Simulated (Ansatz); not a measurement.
# Zone-centre phonons of ZrS2 at 25 GPa: input and output

The calculation used DFT PBEsol, scalar-relativistic, plane waves, PAW in Ansatz 0.2.0.

Launched with:
```bash
ansatz run input.yaml --threads 1 --pin off --max-ram 3072MiB --backend cpu --events-out ev --progress --plain --runs-dir out
```

Input (bare energies are in eV):
```yaml
crystal:
  lattice:
    - [3.3105925265, 0.0, 0.0]
    - [-1.6552962632, 2.8670572295, 0.0]
    - [0.0, 0.0, 5.1211500673]
  atoms:
    - { symbol: Zr, position: [0.0, 0.0, 0.0] }
    - { symbol: S, position: [0.3333333333, 0.6666666667, 0.3005306274] }
    - { symbol: S, position: [0.6666666667, 0.3333333333, 0.6994693726] }
basis:
  ecutwfc: 420
kpoints:
  mp_grid: { grid: [12, 12, 8] }
hamiltonian:
  xc: pbesol
scf:
  occupations: { method: fermi_dirac, width: 0.15 }
output:
  eigenvalues: true
phonons:
  method: dfpt
  eigenvectors: true
```

Results section of the output:
```
--- Phonons (Γ-DFPT): 4 representative perturbations + reference, on 320 of 1152 k-points (Σ response iterations 12) ---
  k mesh reduced under 2 symmetry operations, with k and −k counted as one. Each operation leaves every solved perturbation unchanged. A smaller set is not used because it would not reduce the number of displacements ...
  ASR residual: 5.637e-4 → 0.000e0 eV/Å²; symmetrization residual: 2.739e-6 eV/Å²
  ASR residual per site (eV/Å²): 5.64e-4 6.59e-5 6.59e-5
  Γ frequencies (cm⁻¹): 0.00 0.00 0.00 224.57 224.57 269.53 269.53 409.27 411.83
  non-analytic LO–TO correction: not included (Born effective charges unavailable; polar crystals: no LO–TO splitting at Γ)
```

The run took 3.1 min on 1 thread of AMD EPYC (Zen 3), with other jobs on the host, peak memory 1.1 GiB.

In a metal, frequencies and elastic constants depend on the k mesh and the smearing, soft modes and shear constants most. Other phases may be more stable at this pressure. A semilocal functional can close a gap that the real compound has.